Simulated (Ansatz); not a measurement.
# Al (omega type): how the settings move a single-point run

Question: which choices in the input matter for Al (omega type)?

Computed with Ansatz 0.2.0 (reference: DFT, PBE, all-electron LAPW, scalar-relativistic, unless a step's input says otherwise).

### Step 1. Starting point

The structure is hexagonal, space group P6/mmm (No. 191). The conventional cell has a = 3.790 Å, b = 3.790 Å, c = 2.282 Å, α = 90.00°, β = 90.00°, γ = 120.00°. Around Al (site symmetry 6/mmm) lie 14 Al at 2.28 to 2.47 Å. Al (site symmetry -6m2) is surrounded by 11 Al at 2.19 to 2.47 Å.

Coordinates:

```xyz
3
Lattice="3.7899 0.0000 0.0000 -1.8950 3.2822 0.0000 0.0000 0.0000 2.2823" Properties=species:S:1:pos:R:3 pbc="T T T"
Al    0.0000    0.0000    0.0000
Al    0.0000    2.1881    1.1412
Al    1.8950    1.0941    1.1412
```

### Step 2. Baseline

File input.yaml:

```yaml
crystal:
  lattice:
    - [3.7899120555, 0.0, 0.0]
    - [-1.8949560278, 3.2821601182, 0.0]
    - [0.0, 0.0, 2.2823490156]
  atoms:
    - { symbol: Al, position: [0.0, 0.0, 0.0] }
    - { symbol: Al, position: [0.3333333333, 0.6666666667, 0.5] }
    - { symbol: Al, position: [0.6666666667, 0.3333333333, 0.5] }
kpoints:
  mp_grid: { grid: [8, 8, 11] }
scf:
  occupations: { method: fermi_dirac, width: 0.08 }
hamiltonian:
  xc: pbe
  pseudopotentials: { kind: all_electron, lapw: { basis_error: 0.001 } }
output:
  forces: true
  stress: true
  eigenvalues: true
  populations: true
```

Command:

```console
> ansatz run input.yaml --threads 1 --pin off --max-ram 3072MiB --backend cpu --events-out ev --progress --plain --runs-dir out
```

### Step 3. Variant: mp_grid.shift [0.5, 0.5, 0.5], occupations.method tetrahedron_uncorrected, width left out

input.yaml: that of step 2 with these lines changed.

```diff
@@ -10,5 +10,5 @@
 kpoints:
-  mp_grid: { grid: [8, 8, 11] }
+  mp_grid: { grid: [8, 8, 11], shift: [0.5, 0.5, 0.5] }
 scf:
-  occupations: { method: fermi_dirac, width: 0.08 }
+  occupations: { method: tetrahedron_uncorrected }
 hamiltonian:
```

Before running it: what results should come out? Wanted: for each run, ending; energy change; pressure; gap; force.

**Answer**, as computed:

```csv
run,ending,energy change,pressure (GPa),gap (eV),force (eV/Å),cycles,time
reference,converged,0,140.6,0.00,0.00,6,12 s
"1: mp_grid.shift [0.5, 0.5, 0.5], occupations.method tetrahedron_uncorrected, width left out",converged,+66.5 meV/atom (σ→0),141.2,0.00,0.01,6,20 s
```

Residual by cycle in the longest SCF loop of each run; runs are numbered as in the table. The quantity is the density residual dr2, in eV.

```csv
cycle,reference,run 1
1,0.145,0.149
2,0.0618,0.0636
3,9.4e-4,9.1e-4
4,8.9e-5,8.1e-5
5,5.0e-6,6.2e-6
6,9.2e-9,1.3e-8
```

What this shows: Changing the k-point mesh and smearing moves the energy by +66.5 meV/atom (σ→0 values), and the pressure goes from 140.6 to 141.2 GPa. More than one kind of setting changed, and this run alone doesn't tell their shares apart. Cost: 20 s against 12 s. The structure is not at rest: the sound run finds 141 GPa, so these are no properties of the relaxed crystal. 
